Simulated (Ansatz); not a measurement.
# Static calculation, Se

System: Se (fcc type), 1 atom in the cell.

Ansatz input (lattice in Å, positions in fractions of it)
```yaml
crystal:
  lattice:
    - [0, 2.1687, 2.1687]
    - [2.1687, 0, 2.1687]
    - [2.1687, 2.1687, 0]
  atoms:
    - { symbol: Se, position: [0, 0, 0] }
kpoints:
  mp_grid: { grid: [4, 4, 4] }
hamiltonian:
  xc: pbe
  pseudopotentials: { kind: paw_fr, source: ansatz }
scf:
  occupations: { method: fermi_dirac, width: 0.15 }
output:
  forces: true
  stress: true
  eigenvalues: true
magnetization:
  noncollinear: true
  spin_orbit: true
```

Computed with PBE with spin–orbit coupling, plane waves, PAW datasets (earlier set, tuned by hand) (Ansatz).

Results

```
Plane-wave cutoff used : 580 eV
Pressure               : -4.7 kbar
Smearing term TS       : 88.5 meV/atom
Gap on the mesh        : none (metallic)
Valence electrons      : 16
Irreducible k-points   : 8
CPU time               : of the order of 2 core-seconds on a shared host
```

Stress tensor in GPa, compression positive:
```
-0.47  0.00  0.00
 0.00 -0.47  0.00
 0.00  0.00 -0.47
```

The stress includes the program's correction for the finite plane-wave basis.

The k-mesh is coarse, so these values belong to this mesh and can lie far from the converged ones. This cubic structure is a model: it isn't the usual form of the substance at ambient conditions, and such phases are metastable or hypothetical.
